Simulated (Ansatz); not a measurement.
# H under strains and displacements

These are results of Ansatz 0.2.0, DFT PBE, scalar-relativistic, plane waves, PAW, not measurements.

Settings: cutoff 420 eV, Γ-centred mesh 14×14×34 on the computed 1-atom cell, Gaussian smearing of 0.05 eV; no spin polarisation.

Reference cell:

```xyz
1
Lattice="2.6496 0.0000 0.0000 0.0000 2.6496 0.0000 0.0000 0.0000 0.9805" Properties=species:S:1:pos:R:3 pbc="T T T"
H     0.0000    0.0000    0.4902
```

Each variant moves atoms of this cell by the vectors given, if any (Å), and then applies a symmetric strain (tensor components, Cartesian axes). The reference cell isn't relaxed at this level. Energies are per atom at zero smearing, counted from the lowest variant. Pressure is positive in compression.

1. strain (xx yy zz yz xz xy, %) 9.51 -1.51 5.48 -4.27 1.45 0.89
2. strain (xx yy zz yz xz xy, %) -0.54 -0.54 5.46 0.00 0.00 0.00
3. strain (xx yy zz yz xz xy, %) 0.68 -4.79 0.46 4.00 0.00 0.00
4. strain (xx yy zz yz xz xy, %) 0.06 0.06 -1.44 0.00 0.00 0.00
5. strain (xx yy zz yz xz xy, %) 5.11 0.38 2.12 -1.67 -3.00 2.78

```json
{"variant": "1", "ΔE (meV/atom)": "14.5", "P (GPa)": "-3.23", "space group": "P-1"}
{"variant": "2", "ΔE (meV/atom)": "17.4", "P (GPa)": "-3.32", "space group": "P4/mmm"}
{"variant": "3", "ΔE (meV/atom)": "6.8", "P (GPa)": "1.48", "space group": "P2/m"}
{"variant": "4", "ΔE (meV/atom)": "4.4", "P (GPa)": "3.50", "space group": "P4/mmm"}
{"variant": "5", "ΔE (meV/atom)": "0.0", "P (GPa)": "-0.47", "space group": "P-1"}
```

Each cell of H holds chains, and where no dispersion correction was added their binding is poorly described.